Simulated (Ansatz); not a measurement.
CoO in Ansatz: the effect of functional

Crystal: CoO.

```
Co O
1.0
     1.47474    0.85144    2.39012
    -1.47474    0.85144    2.39012
     0.00000   -1.70288    2.39012
Co O
1 1
Direct
  0.00000 0.00000 0.00000
  0.50000 0.50000 0.50000
```

The cell is a database's computed one.

The cell isn't the ideal one: volume scaled by 0.94.

Alike in all runs:

```yaml
Program: Ansatz 0.2.0
Task: single point
Potentials_or_basis: Ansatz PAW
k_mesh: 11 × 11 × 11
Occupations: fermi-dirac, width 0.05 eV
Spin: collinear spin, ferromagnetic start
Starting_moments: "[2.0, 0.0] μB"
```

Q: One run gave: gap on the mesh none; pressure 1.5 GPa; moment 2.78 μB. Which functional did it use?
A. PBEsol
B. r2SCAN
C. LDA

A: A.

```tsv
functional	cutoff	gap on the mesh (eV)	pressure (GPa)	moment (μB)
LDA	420 eV (not typed: the program's choice for these potentials)	none	-10.8	2.48
PBEsol	420 eV (not typed: the program's choice for these potentials)	none	1.5	2.78
r2SCAN	500 eV (not typed: the program's choice for these potentials)	0.12	14.6	3.00
```

Caveats: a cell with one magnetic atom can't hold antiferromagnetic order, which such compounds often take; the PAW data sets come from PBE, with cores solved anew for the run's functional, which leaves a small shift of forces and pressure; semilocal functionals often make such compounds metallic where correlation or magnetic order opens a gap, which also shifts bond lengths (some runs); the magnetic or orbital state may not be the lowest (some runs); odd divisions of the mesh miss points on the zone boundary, where band edges often lie, so the gap on the mesh can be too wide (some runs).

A k mesh can miss the band edges.

A gap of «none» marks a metal or a gap under the smearing width.
